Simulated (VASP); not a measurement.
## NaCl: Na into a neighbouring Na vacancy

How hard is this move in NaCl: Na into a neighbouring Na vacancy? Both ends are relaxed first, then a band of images between them. The start is a computed cell from the Materials Project.

Main program and level: VASP 6.6.1; PBEsol; plane waves and PAW (Cl, Na).

**1. The host crystal**

It takes space group Fm-3m (No. 225, cubic). Conventional cell: a = 5.588 Å, b = 5.588 Å, c = 5.588 Å, α = 90.00°, β = 90.00°, γ = 90.00°. Nearest to Cl lie 6 Na at 2.79 Å. Nearest to Na lie 6 Cl at 2.79 Å. Farther neighbours and most contacts between anions are not listed.

Structure file:

```
Cl Na
1.0
     0.00000    2.79406    2.79406
     2.79406    0.00000    2.79406
     2.79406    2.79406    0.00000
Cl Na
1 1
Cartesian
  2.7941 2.7941 2.7941
  0.0000 0.0000 0.0000
```

**2. Relax the host**

The later steps need the crystal at this functional's own lattice; a raised cutoff keeps the stress reliable while the cell changes.

Input file INCAR:

```
SYSTEM = NaCl
PREC = Accurate
ENCUT = 350
EDIFF = 1E-06
NELM = 120
ISMEAR = 0
SIGMA = 0.1
LREAL = .FALSE.
ALGO = Normal
GGA = PS
NBANDS = 10
LORBIT = 11
LWAVE = .FALSE.
LCHARG = .FALSE.
KPAR = 6
IBRION = 2
NSW = 40
ISIF = 3
EDIFFG = -0.02
POTIM = 0.4
```

Input file POSCAR:

```
NaCl
1.0
    0.0000000000      2.7940632177      2.7940632177
    2.7940632177      0.0000000000      2.7940632177
    2.7940632177      2.7940632177      0.0000000000
Cl Na
1 1
Direct
    0.5000000000      0.5000000000      0.5000000000
    0.0000000000      0.0000000000      0.0000000000
```

Input file KPOINTS:

```
Automatic mesh
0
Gamma
6 6 6
0 0 0
```

PAW data sets: Cl and Na (PBE family, release 64).

Launch:

```sh
$ mpirun -np 6 vasp_std
```

What it wrote:

```text
[banner, memory and clock lines left out]
running    6 mpi-ranks, on    1 nodes
 distrk:  each k-point on    1 cores,    6 groups
 distr:  one band on    1 cores,    1 groups

 POSCAR found type information on POSCAR ClNa
 POSCAR found :  2 types and       2 ions
|                                                                             |
|           W    W    AA    RRRRR   N    N  II  N    N   GGGG   !!!           |
|           W    W   A  A   R    R  NN   N  II  NN   N  G    G  !!!           |
|           W    W  A    A  R    R  N N  N  II  N N  N  G       !!!           |
|           W WW W  AAAAAA  RRRRR   N  N N  II  N  N N  G  GGG   !            |
|           WW  WW  A    A  R   R   N   NN  II  N   NN  G    G                |
|           W    W  A    A  R    R  N    N  II  N    N   GGGG   !!!           |
|                                                                             |
|     For optimal performance we recommend to set                             |
|       NCORE = 2 up to number-of-cores-per-socket                            |
|     NCORE specifies how many cores store one orbital (NPAR=cpu/NCORE).      |
|     This setting can greatly improve the performance of VASP for DFT.       |
|     The default, NCORE=1 might be grossly inefficient on modern             |
|     multi-core architectures or massively parallel machines. Do your        |
|     Unfortunately you need to use the default for GW and RPA                |
|     calculations (for HF NCORE is supported but not extensively tested      |
|     yet).                                                                   |
|                                                                             |

|                                                                             |
|               ----> ADVICE to this user running VASP <----                  |
|                                                                             |
|     You enforced a specific xc type in the INCAR file but a different       |
|     [... a line on the potential file left out ...]
|     I HOPE YOU KNOW WHAT YOU ARE DOING!                                     |
|                                                                             |

 LDA part: xc-table for (Slater+PW92), standard interpolation
 POSCAR, INCAR and KPOINTS ok, starting setup
 FFT: planning ... GRIDC
 FFT: planning ... GRID_SOFT
 FFT: planning ... GRID
 WAVECAR not read
 entering main loop
       N       E                     dE             d eps       ncg     rms          rms(c)
DAV:   1     0.308255753413E+02    0.30826E+02   -0.24932E+03   320   0.433E+02
DAV:   2    -0.503326577048E+01   -0.35859E+02   -0.35111E+02   426   0.105E+02
DAV:   3    -0.717463280159E+01   -0.21414E+01   -0.21373E+01   364   0.309E+01
DAV:   4    -0.720984885727E+01   -0.35216E-01   -0.35209E-01   386   0.436E+00
DAV:   5    -0.721088785882E+01   -0.10390E-02   -0.10390E-02   384   0.700E-01    0.187E+00
DAV:   6    -0.706047787046E+01    0.15041E+00   -0.37530E-01   368   0.269E+00    0.138E+00
DAV:   7    -0.704839277760E+01    0.12085E-01   -0.79527E-02   396   0.130E+00    0.899E-01
DAV:   8    -0.705087825208E+01   -0.24855E-02   -0.65972E-03   334   0.625E-01    0.209E-01
DAV:   9    -0.705084754687E+01    0.30705E-04   -0.74549E-05   396   0.566E-02    0.137E-01
DAV:  10    -0.705090511051E+01   -0.57564E-04   -0.19123E-04   346   0.770E-02    0.527E-02
DAV:  11    -0.705089869714E+01    0.64134E-05   -0.14352E-05   360   0.177E-02    0.157E-02
DAV:  12    -0.705089826340E+01    0.43374E-06   -0.18258E-06   328   0.770E-03
   1 F= -.70508983E+01 E0= -.70508983E+01  d E =-.705090E+01
 curvature:   0.00 expect dE= 0.000E+00 dE for cont linesearch  0.000E+00
 trial: gam= 0.00000 g(F)=  0.555E-61 g(S)=  0.712E-03 ort = 0.000E+00 (trialstep = 0.100E+01)
 search vector abs. value=  0.712E-03
 bond charge predicted
       N       E                     dE             d eps       ncg     rms          rms(c)
DAV:   1    -0.705361428169E+01   -0.27156E-02   -0.40938E-02   324   0.119E+00    0.278E-01
DAV:   2    -0.705162125285E+01    0.19930E-02   -0.55832E-03   340   0.362E-01    0.697E-02
DAV:   3    -0.705145402409E+01    0.16723E-03   -0.94789E-04   350   0.157E-01    0.548E-02
DAV:   4    -0.705145695478E+01   -0.29307E-05   -0.10561E-05   340   0.223E-02    0.127E-02
DAV:   5    -0.705145822742E+01   -0.12726E-05   -0.28222E-06   328   0.833E-03    0.271E-03
DAV:   6    -0.705145815154E+01    0.75878E-07   -0.38933E-08   186   0.148E-03
   2 F= -.70514582E+01 E0= -.70514582E+01  d E =-.559888E-03
 trial-energy change:   -0.000560  1 .order   -0.000559   -0.000712   -0.000406
 step:   2.3269(harm=  2.3269)  dis= 0.00000  next Energy=    -7.051727 (dE=-0.829E-03)
 bond charge predicted
       N       E                     dE             d eps       ncg     rms          rms(c)
DAV:   1    -0.705555565558E+01   -0.40974E-02   -0.72566E-02   320   0.159E+00    0.371E-01
DAV:   2    -0.705204458884E+01    0.35111E-02   -0.98072E-03   342   0.481E-01    0.930E-02
DAV:   3    -0.705174606621E+01    0.29852E-03   -0.16843E-03   350   0.209E-01    0.731E-02
DAV:   4    -0.705174868685E+01   -0.26206E-05   -0.18657E-05   342   0.297E-02    0.170E-02
DAV:   5    -0.705175020648E+01   -0.15196E-05   -0.50360E-06   336   0.112E-02    0.360E-03
DAV:   6    -0.705175010132E+01    0.10517E-06   -0.70598E-08   174   0.200E-03
   3 F= -.70517501E+01 E0= -.70517501E+01  d E =-.851838E-03
 curvature:  -1.16 expect dE=-0.245E-06 dE for cont linesearch -0.245E-06
 trial: gam=-0.01690 g(F)=  0.828E-66 g(S)=  0.211E-06 ort = 0.122E-04 (trialstep = 0.127E+01)
 search vector abs. value=  0.162E-09
 reached required accuracy - stopping structural energy minimisation
```

Wall time 2.4 s (6 MPI ranks of AMD EPYC 9R45, shared host); peak memory 0.66 GiB; 11 s of CPU time.

Lines that name or quote the potential files are left out of all logs, and their timing lines are given in words.

OUTCAR, selected parts (step 2):

```text
ion  position               nearest neighbor table
   1  0.500  0.500  0.500-   2 2.79   2 2.79   2 2.79   2 2.79   2 2.79   2 2.79
   2  0.000  0.000  0.000-   1 2.79   1 2.79   1 2.79   1 2.79   1 2.79   1 2.79

  LATTYP: Found a face centered cubic cell.
 ALAT       =     5.5881264354

 Subroutine GETGRP returns: Found 48 space group operations
 (whereof 48 operations were pure point group operations)

The static configuration has the point symmetry O_h .

 Found     16 irreducible k-points:

   k-points           NKPTS =     16   k-points in BZ     NKDIM =     16   number of bands    NBANDS=     10

   dimension x,y,z NGX =    24 NGY =   24 NGZ =   24
   dimension x,y,z NGXF=    48 NGYF=   48 NGZF=   48

   ENCUT  =  350.0 eV  25.72 Ry    5.07 a.u.   6.03  6.03  6.03*2*pi/ulx,y,z

   NELECT =       8.0000    total number of electrons

 k-points in reciprocal lattice and weights: Automatic mesh
   0.00000000  0.00000000  0.00000000       0.005
   0.16666667  0.00000000  0.00000000       0.037
   0.33333333  0.00000000  0.00000000       0.037
   0.50000000  0.00000000  0.00000000       0.019
   0.16666667  0.16666667  0.00000000       0.028
   0.33333333  0.16666667  0.00000000       0.111
   0.50000000  0.16666667  0.00000000       0.111
  -0.33333333  0.16666667  0.00000000       0.111
  -0.16666667  0.16666667  0.00000000       0.056
[...]
-0.33333333  0.33333333  0.16666667       0.111
  -0.33333333  0.50000000  0.16666667       0.056

 average (electrostatic) potential at core
       1 -93.2574       2 -40.3786

 E-fermi :   0.1386

 k-point     1 :       0.0000    0.0000    0.0000
  band No.  band energies     occupation
      1     -13.0608      2.00000
      2      -0.3184      2.00000
      3      -0.3184      2.00000
      4      -0.3184      2.00000
      5       4.7694      0.00000
      6      10.7123      0.00000
      7      10.7123      0.00000
      8      10.7123      0.00000
      9      12.9853      0.00000
    ...

 k-point     2 :       0.1667    0.0000    0.0000
  band No.  band energies     occupation
      1     -12.9763      2.00000
      2      -0.9801      2.00000
      3      -0.3948      2.00000
      4      -0.3948      2.00000
      5       5.6188      0.00000
      6       9.9017      0.00000
      7      11.0128      0.00000
      8      11.0128      0.00000
      9      12.6335      0.00000
    ...

 k-point     3 :       0.3333    0.0000    0.0000
  band No.  band energies     occupation
      1     -12.7982      2.00000
      2      -1.9942      2.00000
      3      -0.5397      2.00000
      4      -0.5397      2.00000
      5       6.6782      0.00000
      6       9.8151      0.00000
      7      10.8370      0.00000
      8      10.8370      0.00000
      9      13.7580      0.00000
    ...

  Total       -0.0019078     -0.0019078     -0.0019078      0.0000000     -0.0000000      0.0000000
  in kB       -0.0711228     -0.0711228     -0.0711228      0.0000000     -0.0000000      0.0000000
  external PRESSURE =      -0.0711228 kB  Pullay stress =       0.0000000 kB

  energy-cutoff  :      350.00
  volume of cell :       42.98
      direct lattice vectors                 reciprocal lattice vectors
     0.000000000  2.780147824  2.780147824    -0.179846552  0.179846552  0.179846552
     2.780147824 -0.000000000  2.780147824     0.179846552 -0.179846552  0.179846552
     2.780147824  2.780147824  0.000000000     0.179846552  0.179846552 -0.179846552

 POSITION                                       TOTAL-FORCE (eV/Angst)
 -----------------------------------------------------------------------------------
      2.78015      2.78015      2.78015        -0.000000     -0.000000      0.000000
      0.00000      0.00000      0.00000         0.000000      0.000000     -0.000000
 -----------------------------------------------------------------------------------
    total drift:                               -0.000000     -0.000000      0.000000

  FREE ENERGIE OF THE ION-ELECTRON SYSTEM (eV)
  ---------------------------------------------------
  free  energy   TOTEN  =        -7.0517501013 eV

  energy  without entropy=       -7.0517501013  energy(sigma->0) =       -7.05175010

 reached required accuracy - stopping structural energy minimisation

 total charge
# of ion       s       p       d       tot
------------------------------------------
    1        1.577   3.558   0.000   5.136
    2        0.045   0.037   0.000   0.083
--------------------------------------------------
tot          1.623   3.595   0.000   5.218

[... 3 further parts left out ...]
```

CONTCAR:

```
NaCl
   1.00000000000000
     0.0000000000000000    2.7801478239023791    2.7801478239023791
     2.7801478239023791   -0.0000000000000000    2.7801478239023791
     2.7801478239023791    2.7801478239023791    0.0000000000000000
  Cl              Na
     1     1
Direct
     0.5000000000000000    0.5000000000000000    0.5000000000000000
     0.0000000000000000    0.0000000000000000    0.0000000000000000
```

The gap is read on the k-mesh alone, so it is an upper bound where the band edges lie off the mesh. The PAW data sets were made with PBE, which is usual practice but a small mismatch for other functionals. The data set Na keeps the semicore shell frozen, which is cheaper and a little less accurate. The run keeps the 48 symmetry operations of its start, so it cannot find a distortion of lower symmetry.

Relaxation path:

```tsv
step	energy less that of the first step (eV)	largest force (eV/Å)	pressure (GPa)	volume (Å³)
1	0.0000	0.0000	-0.41	43.63
2	-0.0006	0.0000	-0.23	43.35
3	-0.0009	0.0000	-0.01	42.98
```

```tsv
conventional cell, symmetrised	before	after	change
a (Å)	5.588	5.560	-0.5 %
b (Å)	5.588	5.560	-0.5 %
c (Å)	5.588	5.560	-0.5 %
volume (Å³/atom)	21.81	21.49	-1.5 %
```

The relaxed structure:

```
Cl Na
1.0
     0.00000    2.78015    2.78015
     2.78015    0.00000    2.78015
     2.78015    2.78015    0.00000
Cl Na
1 1
Cartesian
  2.7801 2.7801 2.7801
  0.0000 0.0000 0.0000
```

This step gave:

```
electronic cycles              : 24
electrons                      : 8
free energy (TOTEN)            : -7.052 eV
Fermi energy                   : 0.1386 eV
metallic                       : no
gap on the k-mesh              : 5.088 eV
least direct gap on the k-mesh : 5.088 eV
```

The run ended after 3 ionic steps, 0.001 eV below its first step, once forces and stress met EDIFFG = -0.02.

[end of part 1 of 5]

[Lines on the potential files, build, host, timing and source positions are cut from VASP's logs without a mark.]

[Logs are printed without paths, hosts, clocks, repeated set-up lines and the standing remarks that a program may print on its own settings, such as how far it seeks lower states.]

[Hosts, paths, dates, database ids (printed as entryN), source tags and the programs' standing remarks are cut or masked in the printed files.]

[Runs that stopped without an error message from VASP are left out.]
